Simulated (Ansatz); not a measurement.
# Si/ZnS/CoSi2: a contact from a semiconductor to a metal, part 5 of 5

Is Si/ZnS/CoSi2 a contact for electrons or for holes? The semiconductor is Si diamond(111), undoped, with its far face capped by hydrogen, and the metal is CoSi2 fluorite(111) turned by 180 degrees (type B), with ZnS zinc blende(111) between them (whole bilayers). After relaxation the nearest pair at the metal is Si–Zn at 2.46 Å, along the normal. The common net has a side of 3.854 Å, which strains the semiconductor by -0.4 %, the layer between by +0.0 % and the metal by +1.7 %, against typed lattice constants near PBE's. The first steps treat the bulk crystals alone.

Ansatz 0.2.0; PBE DFT, plane waves, PAW files (the session's first sound run).

So far. Step 7 (T(E) from the semiconductor into the metal, atomic …): The semiconductor's channels close between -0.45 and +0.15 eV. In the worse lead the potential repeats within 40 meV, which the program flags as too much for a lead, so the lead is short or a field runs through it.

## (9) The first cell with another functional, cutoff 500 eV

This step: r2SCAN DFT, plane waves, PAW files; ballistic transmission by layer matching between semi-infinite leads (Ansatz 0.2.0).

System of this step: Si/ZnS/CoSi2. The cell holds 52 atoms: 38 Si, 2 S, 2 Zn, 9 Co and 1 H. Its edges and angles: a = 3.854 Å, b = 3.854 Å, c = 93.157 Å, α = 90.0°, β = 90.0°, γ = 120.0°. Regions: left electrode, 20 atoms (20 Si); barrier, 4 atoms (2 S and 2 Zn); right electrode, 27 atoms (18 Si and 9 Co). Vacuum lies along c.

r2SCAN opens the gap somewhat, so the first cell is run again with it to see how the barriers share the change.

input.yaml reads:

```yaml
crystal:
  lattice:
    - [3.854, 0.0, 0.0]
    - [-1.927, 3.3376619062, 0.0]
    - [0.0, 0.0, 93.1568356611]
  atoms:
    - { symbol: Si, position: [0.66666667, 0.33333333, 0.1663860724] }
    - { symbol: Si, position: [0.0, 0.0, 0.1749169947] }
    - { symbol: Si, position: [0.0, 0.0, 0.2003350687] }
    - { symbol: Si, position: [0.33333333, 0.66666667, 0.208865991] }
    - { symbol: Si, position: [0.33333333, 0.66666667, 0.234284065] }
    - { symbol: Si, position: [0.66666667, 0.33333333, 0.2428149873] }
    - { symbol: Si, position: [0.66666667, 0.33333333, 0.2682330614] }
    - { symbol: Si, position: [0.0, 0.0, 0.2767639837] }
    - { symbol: Si, position: [0.0, 0.0, 0.3021820577] }
    - { symbol: Si, position: [0.33333333, 0.66666667, 0.31071298] }
    - { symbol: Si, position: [0.33333333, 0.66666667, 0.336131054] }
    - { symbol: Si, position: [0.66666667, 0.33333333, 0.3446619763] }
    - { symbol: Si, position: [0.66666667, 0.33333333, 0.3700800503] }
    - { symbol: Si, position: [0.0, 0.0, 0.3786109727] }
    - { symbol: Si, position: [0.0, 0.0, 0.4040290467] }
    - { symbol: Si, position: [0.33333333, 0.66666667, 0.412559969] }
    - { symbol: Si, position: [0.33333333, 0.66666667, 0.437978043] }
    - { symbol: Si, position: [0.66666667, 0.33333333, 0.4465089653] }
    - { symbol: Si, position: [0.66666667, 0.33333333, 0.4718286881] }
    - { symbol: Si, position: [0.0, 0.0, 0.4792173381] }
    - { symbol: S, position: [0.0, 0.0, 0.5035019692] }
    - { symbol: Zn, position: [0.33333333, 0.66666667, 0.5125936592] }
    - { symbol: S, position: [0.33333333, 0.66666667, 0.5371579493] }
    - { symbol: Zn, position: [0.66666667, 0.33333333, 0.5467817424] }
    - { symbol: Si, position: [0.66666667, 0.33333333, 0.5731642195] }
    - { symbol: Co, position: [0.33333333, 0.66666667, 0.5797994145] }
    - { symbol: Si, position: [0.0, 0.0, 0.5870331486] }
    - { symbol: Si, position: [0.33333333, 0.66666667, 0.603983516] }
    - { symbol: Co, position: [0.0, 0.0, 0.6119259984] }
    - { symbol: Si, position: [0.66666667, 0.33333333, 0.6198684808] }
    - { symbol: Si, position: [0.0, 0.0, 0.6368188481] }
    - { symbol: Co, position: [0.66666667, 0.33333333, 0.6447613305] }
    - { symbol: Si, position: [0.33333333, 0.66666667, 0.6527038129] }
    - { symbol: Si, position: [0.66666667, 0.33333333, 0.6696541802] }
    - { symbol: Co, position: [0.33333333, 0.66666667, 0.6775966626] }
    - { symbol: Si, position: [0.0, 0.0, 0.685539145] }
    - { symbol: Si, position: [0.33333333, 0.66666667, 0.7024895124] }
    - { symbol: Co, position: [0.0, 0.0, 0.7104319947] }
    - { symbol: Si, position: [0.66666667, 0.33333333, 0.7183744771] }
    - { symbol: Si, position: [0.0, 0.0, 0.7353248445] }
    - { symbol: Co, position: [0.66666667, 0.33333333, 0.7432673269] }
    - { symbol: Si, position: [0.33333333, 0.66666667, 0.7512098092] }
    - { symbol: Si, position: [0.66666667, 0.33333333, 0.7681601766] }
    - { symbol: Co, position: [0.33333333, 0.66666667, 0.776102659] }
    - { symbol: Si, position: [0.0, 0.0, 0.7840451414] }
    - { symbol: Si, position: [0.33333333, 0.66666667, 0.8009955087] }
    - { symbol: Co, position: [0.0, 0.0, 0.8089379911] }
    - { symbol: Si, position: [0.66666667, 0.33333333, 0.8168804735] }
    - { symbol: Si, position: [0.0, 0.0, 0.8338308408] }
    - { symbol: Co, position: [0.66666667, 0.33333333, 0.8417733232] }
    - { symbol: Si, position: [0.33333333, 0.66666667, 0.8497158056] }
    - { symbol: H, position: [0.66666667, 0.33333333, 0.1502841944] }
kpoints:
  mp_grid: { grid: [8, 8, 1] }
scf:
  occupations: { method: fermi_dirac, width: 0.1 }
  max_iter: 150
hamiltonian:
  xc: r2scan
efield:
  axis: 3
  dipole_correction: true
output:
  transmission:
    kmesh: [12, 12]
    e_range: [-2.5, 2.5]
    de: 0.05
    leads: [[8, 10], [37, 40]]
  dos: { projected: true, e_range: [-6, 5], de: 0.05 }
  write_potential: true
  write_density: true
  volumetric_format: npy
```

Run with:

```bash
ansatz run input.yaml --threads 8 --pin off --max-ram 24576MiB --backend cpu --events-out ev --progress --plain --runs-dir out
```

Numbers of over 12 decimals in the logs are rounded to 6 here.

Output:

```text
[...]
Crystal: 52 atoms, lattice volume = 1198.309 Å³
Basis set: ecut = 500 eV, 29973 PW (Γ), exchange–correlation on 120×120×2880 points (64 copies of the dense FFT grid, shifted against one another)
Bands: 223, of which v1, the nominal top of the filled ones, is band 171 counted from 1 (170 counted from 0)
Symmetry: 6 space group operations
[...]
k-points: 10 of 64 (time reversal used)
[...]
SCF iter   1: F=—  HF=-78958.137887 eV  |F-HF|=—  |Δ(HF+E_count)|=         —  Δρ=1.30e-2  dr2=2.42e1  dr2_τ=6.81e-1  ethr=1.77e-3  p=-0.067 e·Å  D=-1.01e-2 V/Å  ΔV_dip=0.95 eV  dr2_dipole=1.30e1  V_vac-E_F(+/−)=4.77/3.82 eV  ⟨swp⟩=8.7  Hψ=12014  notcnv=0  defer=130
[...]
SCF iter  20: F=-78958.718603 eV  HF=-78958.718603 eV  |F-HF|=3.78e-9  |Δ(HF+E_count)|=   7.84e-8  Δρ=6.35e-7  dr2=1.97e-8  dr2_τ=3.76e-10  ethr=2.92e-11  p=-0.067 e·Å  D=-1.01e-2 V/Å  ΔV_dip=0.94 eV  dr2_dipole=6.95e-11  V_vac-E_F(+/−)=5.11/4.18 eV  ⟨swp⟩=18.8  Hψ=10726  notcnv=0
SCF 1 converged in 20 iterations: F = -78958.718603 eV  dr2 = 1.97e-8
[...]
transmission: 118 of 1140 steps passed
transmission: 238 of 1140 steps passed
[...]
transmission: 1140 of 1140 steps passed
[...]
SCF converged after 20 iterations
Free energy (F): -78958.718603 eV
[...]
Internal energy: -78958.333473 eV  (E = F + TS)
E sigma→0 (E₀):  -78958.526038 eV
Entropy (-TS):   -0.385130 eV (-7.406 meV/atom)
Fermi energy:    5.090447 eV
Dipole field:    D = -0.010069 V/Å  (p = -0.066680 e·Å, saw-weighted, corrected)
Work function:   Φ+ = 5.1149 eV   Φ− = 4.1769 eV
[...]
--- Band table (eV; the first three rows and the last of 10) ---
  k-point 0: bands = [... 167 lower, 6.3289, 6.3839, 6.3839, 6.3892, 6.4553, 6.5573, 6.6784, 6.7805, ... 48 higher]
  k-point 1: bands = [... 167 lower, 5.9117, 6.1107, 6.2162, 6.2960, 6.5476, 6.5975, 6.6661, 6.7313, ... 48 higher]
  k-point 2: bands = [... 167 lower, 5.0189, 5.0792, 5.3426, 5.3859, 5.6742, 5.7231, 5.8292, 5.9789, ... 48 higher]
  k-point 9: bands = [... 167 lower, 4.3060, 4.4248, 4.5075, 4.5638, 4.5801, 4.6074, 4.6396, 5.1645, ... 48 higher]
--- Transmission ---
  basis      : 139 plane waves across, 60 finite elements along
  points     : 19, standing for a mesh of 12 x 12
[...]
channels       : 0.000000e0 a spin
[...]
slowest decay  : 0.0949 /Å at (0.4167, 0.0000)
[...]
channels       : 1.270833e0 a spin
[...]
slowest decay  : 0.1113 /Å at (0.4167, 0.0833)
  junction   : crystal 0 to crystal 1, 29.73 to 64.65 Å
    transmission   : 0.000000e0 a spin
[...]
```

It took 6.5 min on 8 threads of Arm Neoverse V2, shared host; peak memory 14 GiB; 49 min of CPU time.

Numbers from this step:

```
free energy                      : -78958.7186 eV
Fermi energy                     : 5.090 eV
potential step in the lower lead : 39 meV
potential step in the upper lead : 10.4 meV
work function, upper face        : 5.115 eV
work function, lower face        : 4.177 eV
dipole along the normal          : -0.06668 e·Å
dipole field                     : -0.01007 V/Å
```

One spin. The transmission, zone mean by energy, zero at the Fermi level:

| energy (eV) | transmission, zone mean |
| --- | --- |
| -2.400 | 0.120 |
| -2.200 | 0.0236 |
| -2.000 | 0.0280 |
| -1.800 | 0.0128 |
| -1.600 | 0.0112 |
| -1.400 | 0.00213 |
| -1.200 | 6.3e-4 |
| -1.000 | 4.9e-4 |
| -0.800 | 3.0e-4 |
| -0.600 | 0 |
| -0.400 | 0 |
| -0.200 | 0 |
| 0.000 | 0 |
| 0.200 | 0 |
| 0.400 | 4.0e-4 |
| 0.600 | 0.00111 |
| 0.800 | 0.00290 |
| 1.000 | 0.00234 |
| 1.200 | 0.00190 |
| 1.400 | 0.0149 |
| 1.600 | 0.0815 |
| 1.800 | 0.0793 |
| 2.000 | 0.153 |
| 2.200 | 0.214 |
| 2.400 | 0.257 |
| 2.450 | 0.285 |

One spin. Open channels, zone mean against energy, zero at the Fermi level:

| energy (eV) | lower lead | upper lead |
| --- | --- | --- |
| -2.400 | 1.51 | 1.15 |
| -2.200 | 1.30 | 1.31 |
| -2.000 | 1.13 | 1.53 |
| -1.800 | 0.938 | 1.79 |
| -1.600 | 0.604 | 2.02 |
| -1.400 | 0.562 | 1.28 |
| -1.200 | 0.312 | 1.55 |
| -1.000 | 0.188 | 1.47 |
| -0.800 | 0.146 | 1.88 |
| -0.600 | 0 | 1.88 |
| -0.400 | 0 | 1.83 |
| -0.200 | 0 | 1.48 |
| 0.000 | 0 | 1.27 |
| 0.200 | 0.0417 | 1.23 |
| 0.400 | 0.208 | 0.979 |
| 0.600 | 0.333 | 0.979 |
| 0.800 | 0.583 | 0.896 |
| 1.000 | 0.833 | 0.611 |
| 1.200 | 0.979 | 0.597 |
| 1.400 | 1.36 | 0.472 |
| 1.600 | 1.65 | 0.431 |
| 1.800 | 2.07 | 0.674 |
| 2.000 | 2.15 | 0.882 |
| 2.200 | 2.30 | 1.22 |
| 2.400 | 2.03 | 1.38 |

Projected DOS an atom over height of the atomic layer and energy from the Fermi level. Layers: H Si Si Si Si Si Si Si Si Si Si Si Si Si Si Si Si Si Si Si Si S Zn S Zn Si Co Si Si Co Si Si Co Si Si Co Si Si Co Si Si Co Si Si Co Si Si Co Si Si Co Si; projections on atoms miss part of the total, and the computed bands can run out at the top of the range; a column is the mean of 4 neighbouring layers, the last of those left over.

Values in states/eV, 22 rows by 13 columns, each cell a mean:
```
0.12 0.13 0.14 0.14 0.15 0.07 0.15 0.14 0.12 0.15 0.14 0.14 0.18
0.29 0.29 0.31 0.29 0.32 0.16 0.36 0.40 0.38 0.40 0.38 0.40 0.42
0.43 0.49 0.47 0.46 0.38 0.24 0.45 0.46 0.49 0.48 0.48 0.44 0.36
0.58 0.64 0.67 0.63 0.55 0.27 0.25 0.20 0.20 0.21 0.22 0.25 0.30
0.45 0.53 0.51 0.57 0.59 0.35 0.41 0.46 0.45 0.46 0.46 0.44 0.38
0.48 0.56 0.56 0.52 0.54 0.35 0.28 0.48 0.54 0.50 0.50 0.53 0.37
0.39 0.61 0.60 0.60 0.57 0.33 0.13 0.19 0.21 0.19 0.18 0.21 0.30
0.18 0.32 0.32 0.40 0.48 0.31 0.15 0.14 0.09 0.09 0.09 0.10 0.30
0.07 0.17 0.18 0.20 0.31 0.28 0.23 0.19 0.15 0.15 0.15 0.14 0.23
0.01 0.03 0.05 0.08 0.16 0.15 0.25 0.22 0.26 0.23 0.24 0.28 0.36
0.00 0.00 0.00 0.01 0.06 0.06 0.41 0.37 0.53 0.40 0.41 0.54 0.65
0.03 0.05 0.04 0.02 0.01 0.03 0.74 0.63 1.06 0.76 0.73 1.02 0.73
0.10 0.15 0.16 0.12 0.06 0.03 0.91 0.78 1.40 0.80 0.80 1.44 1.24
0.30 0.45 0.40 0.34 0.19 0.06 1.22 1.35 2.39 1.28 1.30 2.36 1.10
0.44 0.61 0.61 0.59 0.42 0.19 0.66 0.68 0.99 0.62 0.61 1.02 0.77
0.55 0.64 0.63 0.64 0.61 0.45 0.56 0.49 0.69 0.49 0.51 0.68 0.56
0.56 0.70 0.71 0.66 0.68 0.56 0.44 0.52 0.62 0.50 0.48 0.62 0.50
0.49 0.60 0.60 0.65 0.70 0.72 0.46 0.74 0.97 0.82 0.83 0.95 0.73
0.42 0.55 0.57 0.56 0.59 0.79 0.58 0.74 0.74 0.70 0.70 0.73 0.49
0.56 0.43 0.46 0.51 0.53 0.67 0.36 0.43 0.39 0.40 0.42 0.40 0.33
0.14 0.16 0.18 0.20 0.28 0.61 0.28 0.31 0.28 0.30 0.30 0.28 0.25
0.10 0.15 0.14 0.14 0.26 0.70 0.28 0.29 0.23 0.28 0.27 0.26 0.23
```
Columns: height of the atomic layer (Å) from 16.1 to 77.8 (not evenly spaced); rows upwards: energy from the Fermi level (eV) from -6 to 5.

The semiconductor's channels close between -0.65 and +0.20 eV. In the worse lead the potential repeats within 39 meV, which the program flags as too much for a lead, so the lead is short or a field runs through it.

## (10) A repeat with changed settings

This step: PBE DFT, plane waves, PAW files; ballistic transmission by layer matching between semi-infinite leads; changed: scf.max_iter = "max-iter", scf.max_iter = 100 (Ansatz 0.2.0).

This run repeats an earlier one, its twin (the mis run, 4 atomic planes between the electrodes), with two settings changed (scf.max_iter, scf.max-iter; files written aside). The setting was drawn as a possible misstep, on purpose. Where the input is shown as a difference, that is against the step before, not the twin.

input.yaml, as its differences from that of step 9:

```diff
@@ -62,5 +62,6 @@
   occupations: { method: fermi_dirac, width: 0.1 }
-  max_iter: 150
+  max-iter: 150
+  max_iter: 100
 hamiltonian:
-  xc: r2scan
+  xc: pbe
 efield:
```

Output:

```text
Error: YAML parse error: error: line 63 column 3: unknown field `max-iter`, expected one of max_iter, algorithm, n_extra_bands, self_checks, convergence, lower_state_search, omitted_lower_state_checks, lower_solution_reach, mixing, occupations, eigensolver, initial_density, exx
  --> <input>:63:3
   |
61 | scf:
62 |   occupations: { method: fermi_dirac, width: 0.1 }
63 |   max-iter: 150
   |   ^ unknown field `max-iter`, expected one of max_iter, algorithm, n_extra_bands, self_checks, convergence, lower_state_search, omitted_lower_state_checks, lower_solution_reach, mixing, occupations, eigensolver, initial_density, exx
64 |   max_iter: 100
65 | hamiltonian:
   |
```

It took 0.02 s on 8 threads; peak memory 0.021 GiB.

The input was rejected at the start.

The program's message: “Error: YAML parse error: error: line 63 column 3: unknown field `max-iter`, expected one of max_iter, algorithm, n_extra_bands, self_checks, convergence, lower_state_search, omitted_lower_state_checks …”

A key was misspelt on purpose.

## (11) Results

```json
{"valence edge of the semiconductor lead against the Fermi level, 4 planes": "-0.45 eV", "conduction edge of the semiconductor lead against the Fermi level, 4 planes": "+0.15 eV", "valence edge of the semiconductor lead against the Fermi level, 6 planes": "-0.45 eV", "conduction edge of the semiconductor lead against the Fermi level, 6 planes": "+0.15 eV", "valence edge of the semiconductor lead against the Fermi level, 8 planes": "-0.45 eV", "conduction edge of the semiconductor lead against the Fermi level, 8 planes": "+0.15 eV", "valence edge of the semiconductor lead against the Fermi level, r2SCAN": "-0.65 eV", "conduction edge of the semiconductor lead against the Fermi level, r2SCAN": "+0.20 eV"}
```

The metal's Fermi level lies in the gap of the semiconductor, 0.15 eV under the first conduction channel and 0.45 eV over the last valence one, as read in the lead, away from the contact; bands can bend on the way there. The edges are read from the typed mesh and energy grid, to 0.05 eV at best; the semiconductor's potential still steps by 37 meV a period, so they depend on where the lead is cut. Adding 4 atomic planes to the layer under the metal moves the conduction edge by +0.00 eV, about one grid step or less. r2SCAN moves the edges to -0.65 and +0.20 eV, 0.85 eV apart on the grid against 0.60 eV. The semiconductor is undoped and only a few nanometres thick, with its far face capped by hydrogen. A semilocal functional narrows gaps, and the two barriers add up to the gap, so their sum is too small. No spin-orbit coupling, phonons, disorder or image charges enter; the interfaces are ordered, one cell wide and lattice-matched by strain. Semilocal gaps are too small, which can bring a band edge of the barrier nearer to the Fermi level than it is.

[Logs are printed without paths, hosts, clocks, repeated set-up lines and the standing remarks that a program may print on its own settings, such as how far it seeks lower states.]

[Hosts, paths, dates, database ids (printed as entryN), source tags and the programs' standing remarks are cut or masked in the printed files.]
